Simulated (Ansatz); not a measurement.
# MnO2 (Pmmn) in Ansatz: a series of runs

The runs below take MnO2 through single point, with r2SCAN, PBE.

Everything below comes from runs of Ansatz 0.2.0. Logs are shortened: lines on timing, memory, paths and dates and some standing lists are left out, and cuts for length are marked.

## (1) Starting point

The structure is orthorhombic, space group Pmmn (No. 59). The conventional cell has a = 2.904 Å, b = 3.845 Å, c = 6.164 Å, α = 90.00°, β = 90.00°, γ = 90.00°. Mn (site symmetry mm2) has 6 O at 1.83 to 2.05 Å as nearest neighbours. O (site symmetry mm2) has 2 Mn at 1.83 Å as nearest neighbours. O (site symmetry mm2) is surrounded by 4 Mn at 1.98 to 2.05 Å.

Measurements of this composition are mostly on another form, of space group No. 136.

## (2) Single point, r2SCAN

Input file input.yaml:

```yaml
crystal:
  lattice:
    - [2.904158, 0.0, 0.0]
    - [0.0, 3.84481, 0.0]
    - [0.0, 0.0, 6.164264]
  atoms:
    - { symbol: Mn, position: [0.5, 0.5, 0.3433015] }
    - { symbol: Mn, position: [0.0, 0.0, 0.6566985] }
    - { symbol: O, position: [0.5, 0.0, 0.8375675] }
    - { symbol: O, position: [0.0, 0.5, 0.1624325] }
    - { symbol: O, position: [0.5, 0.0, 0.4217995] }
    - { symbol: O, position: [0.0, 0.5, 0.5782005] }
hamiltonian:
  xc: r2scan
  pseudopotentials: { kind: paw }
kpoints:
  mp_grid: { grid: [7, 5, 4] }
scf:
  occupations: { method: fermi_dirac, width: 0.05 }
output:
  forces: true
  stress: true
  eigenvalues: true
```

Potentials or basis: Ansatz PAW.

Run with:

```bash
ansatz run input.yaml --threads 2 --pin off --max-ram 5632MiB --backend cpu --events-out ev --progress --plain --runs-dir out
```

Standard output:

```text
Warning: RAYON_NUM_THREADS=2 ignored (pool sized by the plan → 2); use --threads N
Engine: ansatz 0.2.0, aarch64-unknown-linux-gnu
Pseudopotentials: kind: paw
Pseudopotential: Mn, paw, valence charge 15, recommended cutoff 500 eV (meta_gga), Mn.paw.azcp
Pseudopotential: O, paw, valence charge 6, recommended cutoff 500 eV (meta_gga), O.paw.azcp
Functional definition: r2SCAN
  parameter k0 = 0.174
  parameter k1 = 0.065
  parameter a1 = 4.9479
  exchange = r2scan_x(k0 = k0, k1 = k1, a1 = a1)
  correlation = r2scan_c
Crystal: 6 atoms, lattice volume = 68.830 Å³
Basis set: ecut = 500 eV, 1731 PW (Γ), exchange–correlation on 96×120×180 points (64 copies of the dense FFT grid, shifted against one another)
Bands: 33, of which v1, the nominal top of the filled ones, is band 27 counted from 1 (26 counted from 0)
Symmetry: 8 space group operations
Space group: Pmmn (ITA 59), of the structure as read, at distance tolerance 4.1e-5 Å
k-points: 36 of 140
Non-local potential: Mn, projectors of the file, l = 0: 3, l = 1: 2, l = 2: 3, l = 3: 1
Non-local potential: O, projectors of the file, l = 0: 2, l = 1: 2, l = 2: 1
PAW form: soft (Blöchl's): semilocal exchange-correlation on the pseudo side does not see the compensation charge
PAW frozen core: Mn, regenerated for the run's functional (the file was generated under x = pbe(κ = 0.804, μ = 0.2195149727645171), c = pbe(β = 0.06672455060314922))
PAW frozen core: O, regenerated for the run's functional (the file was generated under x = pbe(κ = 0.804, μ = 0.2195149727645171), c = pbe(β = 0.06672455060314922))
PAW one-centre angular grid: Mn, 590 points (default); XC on 160 Gauss nodes
PAW one-centre angular grid: O, 302 points (default); XC on 160 Gauss nodes
Initial density: superposition of atomic densities (neutral atoms: chi_scale 0, normalization atom), corrected by the library's trained network
Initial wavefunctions: pseudopotential atomic-orbital guess
Functional: x = r2scan, c = r2scan; τ floored in thin density (d = 2e-4 eV/Å³)
SCF iter   1: F=—  HF=-10078.998218 eV  |F-HF|=—  |Δ(HF+E_count)|=         —  Δρ=2.47e-2  dr2=2.35e-1  dr2_τ=2.31e-1  ethr=1.77e-3  ⟨swp⟩=6.6  Hψ=4734  notcnv=0
preconditioner: auto → LDOS  [metal: Δε(μ)=0.009 eV  Ē_g=8.543 eV  σ=0.050 eV  W_gap=0.04  n_scr=20 (ndim 8)  ℏωp=27.6 eV  f_vac=0.173  D(μ)=9.34/eV (n_scr^D=138)  β→1.0]
SCF iter   2: F=—  HF=-10079.164641 eV  |F-HF|=—  |Δ(HF+E_count)|=   1.66e-1  Δρ=1.31e-2  dr2=5.71e-2  dr2_τ=2.93e-3  ethr=4.34e-4  ⟨swp⟩=2.5  Hψ=2413  notcnv=0
SCF iter   3: F=—  HF=-10079.159602 eV  |F-HF|=—  |Δ(HF+E_count)|=   5.04e-3  Δρ=1.10e-2  dr2=3.08e-2  dr2_τ=1.27e-3  ethr=1.06e-4  ⟨swp⟩=2.3  Hψ=1982  notcnv=0
SCF iter   4: F=—  HF=-10079.152349 eV  |F-HF|=—  |Δ(HF+E_count)|=   7.25e-3  Δρ=2.89e-3  dr2=3.52e-3  dr2_τ=1.27e-4  ethr=5.70e-5  ⟨swp⟩=2.0  Hψ=1416  notcnv=0
SCF iter   5: F=—  HF=-10079.152159 eV  |F-HF|=—  |Δ(HF+E_count)|=   1.89e-4  Δρ=1.32e-3  dr2=9.51e-4  dr2_τ=4.54e-5  ethr=6.52e-6  ⟨swp⟩=2.3  Hψ=1852  notcnv=0
SCF iter   6: F=—  HF=-10079.152177 eV  |F-HF|=—  |Δ(HF+E_count)|=   1.74e-5  Δρ=5.91e-4  dr2=2.51e-4  dr2_τ=6.19e-6  ethr=1.76e-6  ⟨swp⟩=1.9  Hψ=1261  notcnv=0
SCF iter   7: F=—  HF=-10079.152159 eV  |F-HF|=—  |Δ(HF+E_count)|=   1.84e-5  Δρ=1.82e-4  dr2=2.59e-5  dr2_τ=1.28e-6  ethr=4.65e-7  ⟨swp⟩=1.5  Hψ=1207  notcnv=0
SCF iter   8: F=—  HF=-10079.152160 eV  |F-HF|=—  |Δ(HF+E_count)|=   1.31e-6  Δρ=6.28e-5  dr2=7.96e-7  dr2_τ=5.27e-8  ethr=4.79e-8  ⟨swp⟩=2.0  Hψ=1524  notcnv=0
SCF iter   9: F=—  HF=-10079.152160 eV  |F-HF|=—  |Δ(HF+E_count)|=   5.98e-8  Δρ=2.23e-5  dr2=2.61e-7  dr2_τ=8.62e-9  ethr=1.47e-9  ⟨swp⟩=2.0  Hψ=2134  notcnv=0
SCF iter  10: F=-10079.152160 eV  HF=-10079.152160 eV  |F-HF|=4.14e-9  |Δ(HF+E_count)|=   9.96e-9  Δρ=5.61e-6  dr2=8.46e-9  dr2_τ=1.19e-9  ethr=1.85e-10  ⟨swp⟩=5.1  Hψ=4818  notcnv=0
SCF 1 converged in 10 iterations: F = -10079.152160 eV  dr2 = 8.46e-9
SCF converged after 10 iterations
Free energy (F): -10079.152160 eV
Harris-Foulkes:  -10079.152160 eV  (|F-HF|=4.14e-9)
Internal energy: -10079.075966 eV  (E = F + TS)
E sigma→0 (E₀):  -10079.114063 eV
Entropy (-TS):   -0.076194 eV (-12.699 meV/atom)
Fermi energy:    7.375403 eV
--- Per-component energies (eV) ---
  E_band       = -805.831139
  E_kinetic    = 1295.429986
  E_local      = -7319.896489  (includes V_loc(G=0)·N_el)
  E_nonlocal   = 664.224871
  E_hartree    = 2998.071051
  E_xc         = -507.770727
  E_vxc        = -738.342631  (∫ρ·V_xc dr)
  E_paw        = -3245.327672  (= ΣΔE_a)
  E_vpaw       = -752.407789  (= ΣTr[D̂ρ^β])
  E_aug_tail   = 0.003887  (compensation charges beyond the density's cutoff)
  E_vtau       = 49.017968  (kinetic-family band-sum trace: ∫τ·v_τ [+ j·A + Jᵃ·Aᵃ] dr)
  E_ewald      = -3963.117022
  E_core_change = -0.693850  (= ΣΔE_core)
  E_smearing   = -0.076194  (= −TS)
  E_closure    = -0.000000  (closes the sum)
  Σ components = -10079.152160   (vs F -10079.152160, Δ=0.00e0)
--- Forces (eV/Å), atoms counted from 1 ---
  atom   1  Mn     0.00000000    -0.00000000    -2.56282583
  atom   2  Mn    -0.00000000     0.00000000     2.56282583
  atom   3  O      0.00000000     0.00000000    -3.40590071
  atom   4  O     -0.00000000    -0.00000000     3.40590071
  atom   5  O     -0.00000000    -0.00000000     0.50678766
  atom   6  O      0.00000000     0.00000000    -0.50678766
  max |Σ_I F_I| component: 8.88e-16 eV/Å
--- Stress (GPa, compression-positive) ---
      -27.715317       0.000000       0.000000
        0.000000     -16.539668       0.000000
        0.000000       0.000000     -23.185618
  P = ⅓ Tr σ = -22.4802 GPa (-224.802 kbar)
--- Band table (eV; the first three rows and the last of 36) ---
  k-point 0: bands = ["-75.6943", "-75.6881", "-43.1530", "-43.1476", "-43.1341", "-43.1192", "-43.1034", "-43.0738", "-13.6110", "-11.9865", "-11.8022", "-11.7830", "0.5707", "1.3024", "1.4063", "1.9016", "2.3284", "3.6760", "3.7071", "3.8165", "4.0743", "4.4777", "4.7324", "5.4015", "6.3878", "6.7866", "7.3439", "7.4859", "8.0820", "8.5162", "8.9520", "9.3418", "10.5133"]
  k-point 1: bands = ["-75.6943", "-75.6881", "-43.1530", "-43.1476", "-43.1341", "-43.1192", "-43.1034", "-43.0738", "-13.5928", "-12.0847", "-11.8508", "-11.6565", "0.5711", "1.2201", "1.6187", "1.9241", "2.2833", "3.6396", "3.7127", "3.8572", "4.1189", "4.4756", "4.4877", "5.3881", "6.3883", "6.7860", "7.3551", "7.4851", "8.0450", "8.5478", "8.9193", "9.3844", "10.4577"]
  k-point 2: bands = ["-75.6943", "-75.6881", "-43.1529", "-43.1476", "-43.1341", "-43.1193", "-43.1034", "-43.0738", "-13.5738", "-12.1620", "-11.8555", "-11.5958", "0.5715", "1.2106", "1.7606", "1.9527", "2.2333", "3.6087", "3.8347", "3.8974", "4.1275", "4.1584", "4.4731", "5.3741", "6.3888", "6.7854", "7.3772", "7.4694", "8.0119", "8.5754", "8.9030", "9.4145", "10.4128"]
  k-point 35: bands = ["-75.6838", "-75.6834", "-43.2454", "-43.2442", "-43.1209", "-43.1186", "-43.0851", "-43.0833", "-12.2145", "-12.0933", "-11.7105", "-11.6863", "0.2451", "0.4053", "2.0635", "2.0984", "2.1815", "2.7698", "2.8942", "3.3683", "3.9276", "3.9582", "4.5406", "4.5512", "6.7164", "6.7199", "7.1813", "7.1887", "7.9519", "7.9819", "9.7155", "9.7486", "10.2514"]
```

Wall time 7.9 s (2 threads of Arm Neoverse V1, shared host); peak memory 0.52 GiB.

Results:

- Free energy: -10079.1522 eV
- Pressure: -22.5 GPa
- Largest force: 3.406 eV/Å
- Band gap on the k mesh: none (metal or under the smearing width)

Forces on the atoms (eV/Å):
```
Mn   0.000  0.000 -2.563
Mn   0.000  0.000  2.563
O    0.000  0.000 -3.406
O    0.000  0.000  3.406
O    0.000  0.000  0.507
O    0.000  0.000 -0.507
```

Stress tensor (GPa, compression positive):
```
-27.72   0.00   0.00
  0.00 -16.54   0.00
  0.00   0.00 -23.19
```

Caveat: the run has no spin polarisation, though such a crystal can be magnetic; semilocal functionals often make such compounds metallic where correlation or magnetic order opens a gap, which also shifts bond lengths; the PAW data sets come from PBE, with cores solved anew for the run's functional, which leaves a small shift of forces and pressure; forces of over 1 eV/Å show positions far from the minimum, so gaps and moduli don't describe the material at rest.

## (3) Single point, r2SCAN, collinear spin, ferromagnetic start

Changes to input.yaml since step 2:

```diff
@@ -6,4 +6,4 @@
   atoms:
-    - { symbol: Mn, position: [0.5, 0.5, 0.3433015] }
-    - { symbol: Mn, position: [0.0, 0.0, 0.6566985] }
+    - { symbol: Mn, position: [0.5, 0.5, 0.3433015], spin: 4.0 }
+    - { symbol: Mn, position: [0.0, 0.0, 0.6566985], spin: 4.0 }
     - { symbol: O, position: [0.5, 0.0, 0.8375675] }
@@ -15,2 +15,4 @@
   pseudopotentials: { kind: paw }
+magnetization:
+  spin_polarized: true
 kpoints:
```

Potentials or basis: Ansatz PAW.

Run with:

```bash
ansatz run input.yaml --threads 2 --pin off --max-ram 5632MiB --backend cpu --events-out ev --progress --plain --runs-dir out
```

It took 31 s on 2 threads of Arm Neoverse V1, shared host; peak memory 0.61 GiB.

It converged, with:

```
Free energy            : -10082.6227 eV
Pressure               : -12.6 GPa
Largest force          : 1.058 eV/Å
Band gap on the k mesh : none (metal or under the smearing width)
Net moment             : 6.00 μB per cell
Absolute moment        : 6.47 μB per cell
Site moments           : Mn +2.53; O +0.06, -0.02 μB
```

Forces on the atoms (eV/Å):
```
Mn   0.000  0.000 -0.298
Mn   0.000  0.000  0.298
O    0.000  0.000 -1.058
O    0.000  0.000  1.058
O    0.000  0.000  0.155
O    0.000  0.000 -0.155
```

Stress tensor (GPa, compression positive):
```
-16.97   0.00   0.00
  0.00 -10.60   0.00
  0.00   0.00 -10.14
```

Levels at points of the mesh, in eV from the Fermi level:
Spin up:
```csv
k point,band 26,band 27,band 28,band 29,band 30,band 31,band 32,band 33,band 34,band 35
"(0.00, 0.00, 0.00)",-1.71,-1.52,-1.03,-0.34,-0.15,0.80,0.84,2.55,2.89,6.87
"(0.00, 0.00, -0.50)",-1.73,-1.65,-0.90,-0.57,0.07,0.49,1.00,2.43,3.00,8.37
```
Spin down:
```
            k point  band 22  band 23  band 24  band 25  band 26  band 27
 (0.00, 0.00, 0.00)    -2.00    -1.75    -1.64     1.32     1.82     1.85
(0.00, 0.00, -0.50)    -2.20    -1.74    -1.67     1.32     1.82     1.90
```

Caveat: the magnetic or orbital state may not be the lowest; semilocal functionals often make such compounds metallic where correlation or magnetic order opens a gap, which also shifts bond lengths; only a ferromagnetic start was run, and an antiferromagnetic order may lie lower in energy; the PAW data sets come from PBE, with cores solved anew for the run's functional, which leaves a small shift of forces and pressure; forces of over 1 eV/Å show positions far from the minimum, so gaps and moduli don't describe the material at rest. With open d or f shells a metallic result of r2SCAN can be an artefact of self-interaction; +U or a hybrid may open a gap.

[end of part 1 of 2]
